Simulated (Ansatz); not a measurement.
# MoSe2: the cost of one run

Computed with Ansatz 0.2.0 (DFT PBE+D3(BJ), scalar-relativistic, plane waves, PAW, unless a step's input says otherwise).

The COD entry's cell or inner coordinates are ideal or old and differ from later refinements, so a difference from it is no clean test against experiment.

2 further runs of the same task are left out: 2 set aside as unsound or not needed.

### Step 1. The structure to begin with

Symmetry: P6_3/mmc, No. 194, hexagonal system. The conventional cell has a = 3.276 Å, b = 3.276 Å, c = 12.732 Å, α = 90.00°, β = 90.00°, γ = 120.00°. Around Mo (site symmetry -6m2) lie 6 Se at 2.53 Å. Around Se (site symmetry 3m) lie 3 Mo at 2.53 Å.

As a file:

```
Mo Se
1.0
     3.27620    0.00000    0.00000
    -1.63810    2.83727    0.00000
     0.00000    0.00000   12.73177
Mo Se
2 4
Direct
  0.33333 0.66667 0.25000
  0.66667 0.33333 0.75000
  0.33333 0.66667 0.61848
  0.66667 0.33333 0.11848
  0.33333 0.66667 0.88152
  0.66667 0.33333 0.38152
```

This cell was relaxed beforehand with the same method: volume 19.72 Å³/atom, gap on the mesh 0.77 eV.

### Step 2. Static run: bands, density of states and charges

input.yaml

```yaml
crystal:
  lattice:
    - [3.2761977964, 0.0, 0.0]
    - [-1.6380988982, 2.8372705195, 0.0]
    - [0.0, 0.0, 12.7317697643]
  atoms:
    - { symbol: Mo, position: [0.3333333333, 0.6666666667, 0.25] }
    - { symbol: Mo, position: [0.6666666667, 0.3333333333, 0.75] }
    - { symbol: Se, position: [0.3333333333, 0.6666666667, 0.618476104] }
    - { symbol: Se, position: [0.6666666667, 0.3333333333, 0.118476104] }
    - { symbol: Se, position: [0.3333333333, 0.6666666667, 0.881523896] }
    - { symbol: Se, position: [0.6666666667, 0.3333333333, 0.381523896] }
basis:
  ecutwfc: 420
kpoints:
  mp_grid: { grid: [12, 12, 2] }
  band_path:
    path:
      - [[0.0, 0.0, 0.0], [0.5, 0.0, 0.0], [0.33333333, 0.33333333, 0.0], [0.0, 0.0, 0.0], [0.0, 0.0, 0.5], [0.5, 0.0, 0.5], [0.33333333, 0.33333333, 0.5], [0.0, 0.0, 0.5]]
      - [[0.5, 0.0, 0.5], [0.5, 0.0, 0.0]]
      - [[0.33333333, 0.33333333, 0.5], [0.33333333, 0.33333333, 0.0]]
    npoints: 14
hamiltonian:
  xc: pbe
  dispersion: d3bj
scf:
  occupations: { method: gaussian, width: 0.02 }
  n_extra_bands: 15
output:
  forces: true
  stress: true
  eigenvalues: true
  populations: true
  dos: { projected: true, de: 0.02, nscf_kmesh: { grid: [18, 18, 3] } }
  bader: true
  write_density: true
  write_potential: true
  elf: true
  volumetric_format: npy
```

Run with:

```console
> ansatz run input.yaml --threads 2 --pin off --max-ram 5120MiB --backend cpu --events-out ev --progress --plain --runs-dir out
```

What time and memory should one allow on 2 threads of Arm Neoverse V2, shared host?

About 44 s, with a peak of 0.76 GiB.
